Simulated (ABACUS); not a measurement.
MnO:

```
Mn O
1.0
     0.00000    2.22391    2.22391
     2.22391    0.00000    2.22391
     2.22391    2.22391    0.00000
Mn O
1 1
Direct
  0.00000 0.00000 0.00000
  0.50000 0.50000 0.50000
```

The cell is a database's computed one.

Base run:

```yaml
Program: ABACUS 3.10.1
Functional: PBE
Potentials_or_basis: SG15 ONCV 1.2 PBE
Cutoff: 1361 eV
Density_cutoff: 5442 eV
Basis: DZP LCAO (the cutoffs set its grid)
k_mesh: 7 × 7 × 7
Occupations: fermi-dirac, width 0.05 eV
Spin: collinear spin, ferromagnetic start
Starting_moments: "[4.0, 0.0] μB"
```

Its results: band gap on the k mesh none (metal or under the smearing width); pressure 3.5 GPa; net moment 4.85 μB per cell; site moments Mn +4.73; O +0.12 μB.

Task: After a change of settings the same cell gave: band gap on the k mesh none (metal or under the smearing width); pressure 3.0 GPa; net moment 4.96 μB per cell; site moments Mn +4.85; O +0.11 μB. Which change was it?
A. functional from PBE to SCAN
B. functional from PBE to AM05
C. functional from PBE to TPSS
D. functional from PBE to LDA

Result: C.

Caveats: the atomic orbitals were generated for these runs and aren't a published set; the basis of atomic orbitals isn't converged, which shifts pressures, moduli and gaps; a cell with one magnetic atom can't hold antiferromagnetic order, which such compounds often take; semilocal functionals often make such compounds metallic where correlation or magnetic order opens a gap, which also shifts bond lengths; the potentials were made for another functional, which shifts forces and pressure (some runs).
